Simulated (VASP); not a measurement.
# KI (Fm-3m) in VASP: notebook, part 2 of 2

VASP 6.6.1. Earlier steps stand in the parts before.

## 3. Single point, PBE

INCAR reads:

```
PREC = Normal
ENCUT = 450
EDIFF = 1E-4
ISMEAR = 0
SIGMA = 0.05
LREAL = Auto
LASPH = True
NELM = 100
ALGO = Normal
ISIF = 2
LWAVE = False
LCHARG = False
GGA = PE
NBANDS = 15
ADDGRID = False
```

KPOINTS reads:

```
regular mesh
0
Gamma
  5 5 5
```

POSCAR reads:

```
KI
1.0
    0.0000000000      3.5327750000      3.5327750000
    3.5327750000      0.0000000000      3.5327750000
    3.5327750000      3.5327750000      0.0000000000
I K
1 1
Direct
    0.5000000000      0.5000000000      0.5000000000
    0.0000000000      0.0000000000      0.0000000000
```

Potentials or basis: VASP PAW PBE potentials, release 64 (I, K_sv).

Command:

```
cat potpaw_PBE.64/I/POTCAR potpaw_PBE.64/K_sv/POTCAR > POTCAR
mpirun -np 1 vasp_std > vasp.out
```

OUTCAR:

```text
PREC = Normal
   ENCUT = 450
   EDIFF = 1E-4
   ISMEAR = 0
   LREAL = Auto
   LASPH = True
   NELM = 100
   ISIF = 2
   GGA = PE

 Found     10 irreducible k-points:

 Following reciprocal coordinates:
            Coordinates               Weight
  0.000000  0.000000  0.000000      1.000000
  0.200000  0.000000  0.000000      8.000000
  0.400000  0.000000  0.000000      8.000000
  0.200000  0.200000  0.000000      6.000000
  0.400000  0.200000  0.000000     24.000000
 -0.400000  0.200000  0.000000     24.000000
   k-points           NKPTS =     10   k-points in BZ     NKDIM =     10   number of bands    NBANDS=     15
   number of dos      NEDOS =    301   number of ions     NIONS =      2
   total plane-waves  NPLWV =  21952
   dimension x,y,z NGX =    28 NGY =   28 NGZ =   28
   dimension x,y,z NGXF=    56 NGYF=   56 NGZF=   56
   ions per type =               1   1
   NGX,Y,Z   is equivalent  to a cutoff of   9.32,  9.32,  9.32 a.u.
   NGXF,Y,Z  is equivalent  to a cutoff of  18.63, 18.63, 18.63 a.u.
 SYSTEM =  unknown system
   PREC   = normal    normal or accurate (medium, high low for compatibility)
   ISTART =      0    job   : 0-new  1-cont  2-samecut
   ICHARG =      2    charge: 1-file 2-atom 10-const
   ISPIN  =      1    spin polarized calculation?
   LNONCOLLINEAR =      F non collinear calculations
   LSORBIT =      F    spin-orbit coupling
   LASPH  =      T    aspherical Exc in radial PAW
   ENCUT  =  450.0 eV  33.07 Ry    5.75 a.u.   8.64  8.64  8.64*2*pi/ulx,y,z
   NELM   =    100;   NELMIN=  2; NELMDL= -5     # of ELM steps
   EDIFF  = 0.1E-03   stopping-criterion for ELM
   LREAL  =      T    real-space projection
   EDIFFG = 0.1E-02   stopping-criterion for IOM
   NSW    =      0    number of steps for IOM
   IBRION =     -1    ionic relax: 0-MD 1-quasi-New 2-CG
   NFREE  =      0    steps in history (QN), initial steepest desc. (CG)
   ISIF   =      2    stress and relaxation
   ISYM   =      2    0-nonsym 1-usesym 2-fastsym
   POTIM  = 0.5000    time-step for ionic-motion
   TEBEG  =    0.0;   TEEND  =   0.0 temperature during run
   PSTRESS=    0.0 pullay stress
   NELECT =      16.0000    total number of electrons
   NUPDOWN=      -1.0000    fix difference up-down
   EMIN   =  10.00;   EMAX   =-10.00  energy-range for DOS
   EFERMI =   0.00;   METHOD = LEGACY
   ISMEAR =     0;   SIGMA  =   0.05  broadening in eV -4-tet -1-fermi 0-gaus
   EFERMI_NEDOS =   21; number of points for ismear=-14 and -15
   IALGO  =     38    algorithm
   IMIX   =      4    mixing-type and parameters
     AMIX     =   0.40;   BMIX     =  1.00
     AMIX_MAG =   1.60;   BMIX_MAG =  1.00
  volume/ion in A,a.u.               =      44.09       297.54
  Fermi-wavevector in a.u.,A,eV,Ry     =   0.926806  1.751409 11.686988  0.858969
  Thomas-Fermi vector in A             =   2.052808
   LORBIT       =      0    0 simple, 1 ext, 2 COOP (PROOUT), +10 PAW based schemes
   GGA     = PE    functional components
   LHFCALC =     F    Hartree Fock is set to
   AEXX    =    0.0000 exact exchange contribution
   IVDW    =     0    specifies the selected vdW correction
   LEPSILON=     F    determine dielectric tensor
   LRPA    =     F    only Hartree local field effects (RPA)
 non-spin polarized calculation
 Gauss-broadening in eV      SIGMA  =   0.05
  energy-cutoff  :      450.00
  volume of cell :       88.18
 maximum number of plane-waves:      1924
   NGX = 17   NGY = 17   NGZ = 17

 number of electron      16.0000002 magnetization

 Free energy of the ion-electron system (eV)
  ---------------------------------------------------
  ext. energy  EPLUGINS =         0.00000000
  ---------------------------------------------------
  free energy    TOTEN  =        -5.55751011 eV

  energy without entropy =       -5.55751011  energy(sigma->0) =       -5.55751011

 E-fermi :  -0.0863     XC(G=0):  -7.1824

 val. band max:       -0.4137542909   @ k =   0.0000   0.0000   0.0000
 cond. band min:       3.5392914003   @ k =   0.0000   0.0000   0.0000
 fundamental gap:      3.9530456912
 Fermi energy:        -0.0863398022

 k-point     1 :       0.0000    0.0000    0.0000
  band No.  band energies     occupation
      1     -28.9198      2.00000
      2     -12.4067      2.00000
      3     -12.4067      2.00000
      4     -12.4067      2.00000
      5     -10.9164      2.00000
      6      -0.4138      2.00000
      7      -0.4138      2.00000
      8      -0.4138      2.00000
      9       3.5393      0.00000
     10       6.0787      0.00000
     11       6.0787      0.00000
     12       6.0787      0.00000
     13       6.7982      0.00000
     14       6.7982      0.00000
     15       9.3543      0.00000

 k-point     2 :       0.2000    0.0000    0.0000
  band No.  band energies     occupation
      1     -28.9191      2.00000
      2     -12.4620      2.00000
      3     -12.4076      2.00000
      4     -12.4076      2.00000
      5     -10.8170      2.00000
      6      -0.9700      2.00000
      7      -0.5374      2.00000
      8      -0.5374      2.00000
      9       4.3634      0.00000
     10       6.0245      0.00000
     11       6.4865      0.00000
     12       6.4865      0.00000
     13       7.2525      0.00000
     14       7.2525      0.00000
     15      10.3027      0.00000

 k-point     3 :       0.4000    0.0000    0.0000
  band No.  band energies     occupation
      1     -28.9179      2.00000
      2     -12.5404      2.00000
      3     -12.4089      2.00000
      4     -12.4089      2.00000
      5     -10.6645      2.00000
      6      -1.6371      2.00000
      7      -0.7204      2.00000
      8      -0.7204      2.00000
      9       5.0399      0.00000
     10       7.0108      0.00000
     11       7.4049      0.00000
     12       7.4049      0.00000
     13       8.2381      0.00000
     14       8.2381      0.00000
     15       8.9795      0.00000

 k-point     4 :       0.2000    0.2000    0.0000
  band No.  band energies     occupation
      1     -28.9188      2.00000
      2     -12.4542      2.00000
      3     -12.4130      2.00000
      4     -12.4130      2.00000
      5     -10.8119      2.00000
      6      -1.0354      2.00000
      7      -0.5613      2.00000
      8      -0.5613      2.00000
      9       4.5376      0.00000
     10       5.3377      0.00000
     11       7.0001      0.00000
     12       7.0001      0.00000
     13       7.0560      0.00000
     14       7.5419      0.00000
     15      10.1178      0.00000

 k-point     5 :       0.4000    0.2000    0.0000
  band No.  band energies     occupation
      1     -28.9178      2.00000
      2     -12.4968      2.00000
      3     -12.4168      2.00000
      4     -12.4158      2.00000
      5     -10.7212      2.00000
      6      -1.4153      2.00000
      7      -0.7993      2.00000
      8      -0.7079      2.00000
      9       5.1509      0.00000
     10       5.7875      0.00000
     11       7.2700      0.00000
     12       7.4825      0.00000
     13       8.0710      0.00000
     14       8.2301      0.00000
     15       9.5741      0.00000

 k-point     6 :      -0.4000    0.2000    0.0000
  band No.  band energies     occupation
      1     -28.9174      2.00000
      2     -12.5195      2.00000
      3     -12.4241      2.00000
      4     -12.4121      2.00000
      5     -10.6709      2.00000
      6      -1.5463      2.00000
      7      -0.9512      2.00000
      8      -0.7735      2.00000
      9       5.5558      0.00000
     10       6.5730      0.00000
     11       7.0436      0.00000
     12       7.8300      0.00000
     13       8.0781      0.00000
     14       8.4867      0.00000
     15       9.4770      0.00000

 [... further k-points ...]
[... 5 lines left out ...]
  --------------------------------------------------------------------------------------
  -------------------------------------------------------------------------------------
  Total        0.3382225      0.3382225      0.3382225     -0.0000000      0.0000000     -0.0000000
  in kB        6.1451872      6.1451872      6.1451872     -0.0000000      0.0000000     -0.0000000
  external PRESSURE =       6.1451872 kB  Pullay stress =       0.0000000 kB

 VOLUME and BASIS-vectors are now :
 -----------------------------------------------------------------------------
  energy-cutoff  :      450.00
  volume of cell :       88.18
      direct lattice vectors                 reciprocal lattice vectors
     0.000000000  3.532775000  3.532775000    -0.141531799  0.141531799  0.141531799
     3.532775000  0.000000000  3.532775000     0.141531799 -0.141531799  0.141531799
     3.532775000  3.532775000  0.000000000     0.141531799  0.141531799 -0.141531799

 POSITION                                       TOTAL-FORCE (eV/Angst)
 -----------------------------------------------------------------------------------
      3.53277      3.53277      3.53277        -0.000000      0.000000     -0.000000
      0.00000      0.00000      0.00000         0.000000      0.000000      0.000000
 -----------------------------------------------------------------------------------
    total drift:                                0.000000      0.000000      0.000000

  FREE ENERGIE OF THE ION-ELECTRON SYSTEM (eV)
  ---------------------------------------------------
  free  energy   TOTEN  =        -5.5575101108 eV

  energy  without entropy=       -5.5575101108  energy(sigma->0) =       -5.55751011
```

OSZICAR:

```text
N       E                     dE             d eps       ncg     rms          rms(c)
DAV:   1     0.836286634567E+02    0.83629E+02   -0.61261E+03   300   0.815E+02
DAV:   2    -0.586055901565E+00   -0.84215E+02   -0.79310E+02   391   0.202E+02
DAV:   3    -0.540058490191E+01   -0.48145E+01   -0.47984E+01   384   0.429E+01
DAV:   4    -0.563742603299E+01   -0.23684E+00   -0.23670E+00   497   0.869E+00
DAV:   5    -0.563867943770E+01   -0.12534E-02   -0.12533E-02   405   0.690E-01    0.307E+00
DAV:   6    -0.555580248092E+01    0.82877E-01   -0.92242E-02   377   0.176E+00    0.219E+00
DAV:   7    -0.555183254260E+01    0.39699E-02   -0.11131E-01   405   0.168E+00    0.786E-01
DAV:   8    -0.555693710601E+01   -0.51046E-02   -0.11639E-02   342   0.700E-01    0.132E-01
DAV:   9    -0.555741214770E+01   -0.47504E-03   -0.90597E-04   419   0.177E-01    0.752E-02
DAV:  10    -0.555751011077E+01   -0.97963E-04   -0.96363E-05   317   0.553E-02
   1 F= -.55575101E+01 E0= -.55575101E+01  d E =-.161437E-21
```

stdout:

```text
POSCAR found type information on POSCAR I K
 POSCAR found :  2 types and       2 ions
 scaLAPACK will be used
 -----------------------------------------------------------------------------
|                                                                             |
|                                                                             |
|     You have a (more or less) 'small supercell' and for smaller cells       |
|     it is recommended to use the reciprocal-space projection scheme!        |
|     The real-space optimization is not efficient for small cells and it     |
|     is also less accurate ...                                               |
|     Therefore, set LREAL=.FALSE. in the INCAR file.                         |
|                                                                             |
 -----------------------------------------------------------------------------

 LDA part: xc-table for (Slater+PW92), standard interpolation
 POSCAR, INCAR and KPOINTS ok, starting setup
 FFT: planning ... GRIDC
 FFT: planning ... GRID_SOFT
 FFT: planning ... GRID
 WAVECAR not read
 entering main loop
```

Run time: 8.2 s. Hardware: 1 thread of Intel Xeon Platinum 8259CL at 2.50GHz (Skylake/Cascade Lake), shared host; peak memory 0.15 GiB.

The run converged, but some of its settings lie outside the range that counts as converged, so its numbers aren't taken as properties of the crystal.

Results:

```
Free energy            : -5.5575 eV
Pressure               : 0.6 GPa
Band gap on the k mesh : 3.95 eV, direct
```

Caveat: spin-orbit coupling is left out, which moves the levels of the heavy elements.

## 4. Single point, PBE

INCAR reads:

```
PREC = Accurate
ENCUT = 350
EDIFF = 1E-6
ISMEAR = 0
SIGMA = 0.05
LREAL = False
LASPH = True
NELM = 100
ALGO = Normal
ISIF = 2
LWAVE = False
LCHARG = False
GGA = PE
NBANDS = 15
ADDGRID = False
```

KPOINTS reads:

```
regular mesh
0
Gamma
  6 6 6
```

POSCAR is that of step 3.

Potentials or basis: VASP PAW PBE potentials, release 64 (I, K_sv).

Command:

```
cat potpaw_PBE.64/I/POTCAR potpaw_PBE.64/K_sv/POTCAR > POTCAR
mpirun -np 1 vasp_std > vasp.out
```

OUTCAR:

```text
PREC = Accurate
   ENCUT = 350
   EDIFF = 1E-6
   ISMEAR = 0
   LREAL = False
   LASPH = True
   NELM = 100
   ISIF = 2
   GGA = PE

 Found     16 irreducible k-points:

 Following reciprocal coordinates:
            Coordinates               Weight
  0.000000  0.000000  0.000000      1.000000
  0.166667  0.000000  0.000000      8.000000
  0.333333  0.000000  0.000000      8.000000
  0.500000  0.000000  0.000000      4.000000
  0.166667  0.166667  0.000000      6.000000
  0.333333  0.166667  0.000000     24.000000
[... 176 lines left out ...]
     11       7.2377      0.00000
     12       7.2737      0.00000
     13       7.7418      0.00000
     14       7.8507      0.00000
     15       9.6189      0.00000

 [... further k-points ...]
[... 5 lines left out ...]
  --------------------------------------------------------------------------------------
  -------------------------------------------------------------------------------------
  Total        0.3152441      0.3152441      0.3152441      0.0000000      0.0000000      0.0000000
  in kB        5.7276920      5.7276920      5.7276920      0.0000000      0.0000000      0.0000000
  external PRESSURE =       5.7276920 kB  Pullay stress =       0.0000000 kB

 VOLUME and BASIS-vectors are now :
 -----------------------------------------------------------------------------
  energy-cutoff  :      350.00
  volume of cell :       88.18
      direct lattice vectors                 reciprocal lattice vectors
     0.000000000  3.532775000  3.532775000    -0.141531799  0.141531799  0.141531799
     3.532775000  0.000000000  3.532775000     0.141531799 -0.141531799  0.141531799
     3.532775000  3.532775000  0.000000000     0.141531799  0.141531799 -0.141531799

 POSITION                                       TOTAL-FORCE (eV/Angst)
 -----------------------------------------------------------------------------------
      3.53277      3.53277      3.53277         0.000000     -0.000000      0.000000
      0.00000      0.00000      0.00000        -0.000000      0.000000     -0.000000
 -----------------------------------------------------------------------------------
    total drift:                               -0.000000      0.000000      0.000000

  FREE ENERGIE OF THE ION-ELECTRON SYSTEM (eV)
  ---------------------------------------------------
  free  energy   TOTEN  =        -5.5560813905 eV

  energy  without entropy=       -5.5560813905  energy(sigma->0) =       -5.55608139
```

It took 14 s on 1 thread of Intel Xeon Platinum 8259CL at 2.50GHz (Skylake/Cascade Lake), shared host; peak memory 0.16 GiB.

These settings aren't checked as converged: the numbers below hold their error.

Results:

* Free energy: -5.5561 eV
* Pressure: 0.6 GPa
* Band gap on the k mesh: 3.96 eV, direct

Caveat: spin-orbit coupling is left out, which moves the levels of the heavy elements.

## 5. The reference run

An earlier run on the cell as given: functional PBE; potentials or basis VASP PAW PBE potentials, release 64 (I, K_sv); cutoff 520 eV; k mesh 7 × 7 × 7; occupations fermi-dirac, width 0.05 eV; no spin polarisation.

- Pressure: 0.6 GPa
- Band gap on the k mesh: 3.96 eV, direct
